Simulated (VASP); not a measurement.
# VASP 6.6.1 run: BP

INCAR

```
EDIFF = 1E-7
IBRION = -1
LREAL = .FALSE.
ISMEAR = -5
ALGO = Normal
ENCUT = 520
LASPH = .TRUE.
LWAVE = .FALSE.
NSW = 0
SIGMA = 0.1
NBANDS = 11
NELM = 81
PREC = Accurate
METAGGA = R2SCAN
ISIF = 2
LCHARG = .FALSE.
```

KPOINTS

```
KPOINTS created by Atomic Simulation Environment
0
Gamma
10 10 10
0 0 0
```

POSCAR

```
B  P
 1.0000000000000000
     0.0000000000000000    2.2229493554999999    2.2229493554999999
     2.2229493554999999    0.0000000000000000    2.2229493554999999
     2.2229493554999999    2.2229493554999999    0.0000000000000000
 B   P
   1   1
Cartesian
  0.0000000000000000  0.0000000000000000  0.0000000000000000
  1.1114746777500000  1.1114746777500000  1.1114746777500000
```

The recommended PBE PAW datasets give the neutral cell 8 valence electrons.

Command

```
mpirun -np 1 vasp_std
```

**Question.** How does this run end, and what does it give?

**Answer.** It converged. Results: gap between bands v and c on the k mesh 1.36 eV; least direct gap on the k mesh 3.74 eV; pressure 10.9 GPa. Band v is the last that the valence electrons fill when counted band by band, and c is the next.

OSZICAR

```
N       E                     dE             d eps       ncg     rms          rms(c)
DAV:   1     0.343044129024E+01    0.34304E+01   -0.41076E+03  1034   0.677E+02
DAV:   2    -0.187004097114E+02   -0.22131E+02   -0.21308E+02  1338   0.112E+02
DAV:   3    -0.192272461274E+02   -0.52684E+00   -0.52606E+00  1304   0.154E+01
DAV:   4    -0.192290056588E+02   -0.17595E-02   -0.17594E-02  1172   0.105E+00
DAV:   5    -0.192290135614E+02   -0.79026E-05   -0.79025E-05  1267   0.676E-02    0.864E+00
DAV:   6    -0.173340862984E+02    0.18949E+01   -0.11624E+00  1199   0.586E+00    0.517E+00
DAV:   7    -0.172712291596E+02    0.62857E-01   -0.26199E-01  1231   0.276E+00    0.150E+00
DAV:   8    -0.172678245461E+02    0.34046E-02   -0.17752E-02  1255   0.101E+00    0.183E-01
DAV:   9    -0.172681208633E+02   -0.29632E-03   -0.91777E-04  1216   0.214E-01    0.753E-02
DAV:  10    -0.172681923821E+02   -0.71519E-04   -0.87891E-05  1135   0.676E-02    0.228E-02
DAV:  11    -0.172681917055E+02    0.67654E-06   -0.10519E-05  1269   0.200E-02    0.149E-02
DAV:  12    -0.172681923592E+02   -0.65370E-06   -0.58821E-07  1221   0.549E-03    0.203E-03
DAV:  13    -0.172681925031E+02   -0.14391E-06   -0.16330E-07   652   0.216E-03    0.171E-03
DAV:  14    -0.172681924866E+02    0.16587E-07   -0.84912E-09   598   0.684E-04
   1 F= -.17268192E+02 E0= -.17268192E+02  d E =0.000000E+00
```

For comparison, a separate r²SCAN run of the intended cell, on usual settings and not on those above, gives a gap of 1.36 eV on its mesh and a pressure of 10.9 GPa.
